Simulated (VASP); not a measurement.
Input of a VASP 6.6.1 run:

INCAR

```
AGGAC = 0.0 ; ALGO = Normal
EDIFF = 1E-7 ; EDIFFG = -0.005
ENCUT = 600 ; GGA = MK
IBRION = 2 ; ISIF = 3
ISMEAR = 0 ; KPAR = 2
LASPH = T ; LCHARG = F
LREAL = F ; LUSE_VDW = T
LWAVE = F ; NELM = 80
NSW = 90 ; PARAM1 = 0.1234
PARAM2 = 0.711357 ; PREC = Accurate
SIGMA = 0.03 ; ZAB_VDW = -1.8867
```

Contents of KPOINTS:

```
k-points
0
Gamma
  9 9 2
```

The input POSCAR:

```
MoSe2                                   
1.0
    3.3035873483      0.0000000000     -0.0000000000
   -1.6517936742      2.8609905672      0.0000000000
   -0.0000000000     -0.0000000000     13.0315848791
  Mo              Se            
     2     4
Direct
     0.3333333332999970    0.6666666667000030    0.2500000000000000
     0.6666666667000030    0.3333333332999970    0.7500000000000000
     0.3333333332999970    0.6666666667000030    0.6213321043992563
     0.6666666667000030    0.3333333332999970    0.1213321043992563
     0.3333333332999970    0.6666666667000030    0.8786678956007437
     0.6666666667000030    0.3333333332999970    0.3786678956007438
```

Potentials or basis: VASP PAW PBE potentials, release 64 (Mo_sv, Se).

Command:

```console
$ cat potpaw_PBE.64/Mo_sv/POTCAR potpaw_PBE.64/Se/POTCAR > POTCAR
$ mpirun -np 2 vasp_std > vasp.out
```

(1) Estimate the band gap on the k mesh.

Results:

(1) 0.91 eV, indirect (least direct gap 1.42 eV).

Caveat: an odd mesh through Γ misses points on the zone boundary, where band edges often lie.
